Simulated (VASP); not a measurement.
## TiSe2: equation of state with PBE

TiSe2:

```xyz
3
Lattice="3.5360 0.0000 0.0000 -1.7680 3.0623 0.0000 0.0000 0.0000 6.0040" Properties=species:S:1:pos:R:3 pbc="T T T"
Se    1.7680    1.0208    4.4718
Se    0.0000    2.0415    1.5322
Ti    0.0000    0.0000    0.0000
```

```json
{"Program": "VASP 6.6.1", "Task": "equation of state", "Functional": "PBE", "Potentials or basis": "VASP PAW PBE potentials, release 64 (Se, Ti_sv)", "Cutoff": "520 eV", "k mesh": "9 × 9 × 5", "Occupations": "fermi-dirac, width 0.05 eV", "Spin": "no spin polarisation"}
```

```
Equilibrium volume                        : 22.09 Å³/atom
Bulk modulus at fixed shape and positions : 79 GPa
Pressure derivative of the bulk modulus   : 4.1
```

Energy against volume, from the lowest point:
| volume (Å³/atom) | energy (meV/atom) |
| --- | --- |
| 20.371 | 37.88 |
| 20.804 | 20.42 |
| 21.237 | 8.64 |
| 21.671 | 2.00 |
| 22.104 | 0.00 |
| 22.538 | 2.20 |
| 22.971 | 8.19 |

All runs of the series together: 7.3 min on 1 thread of Intel(R) Xeon(R) Platinum 8488C (Sapphire Rapids), with other jobs on the host.

Caveat: the cell was scaled at fixed shape and fractional positions, which overstates the stiffness of a crystal with free parameters, most of all of layers and chains; this functional lacks dispersion, which binds the layers, so the pressure and a relaxed spacing across them are unreliable.
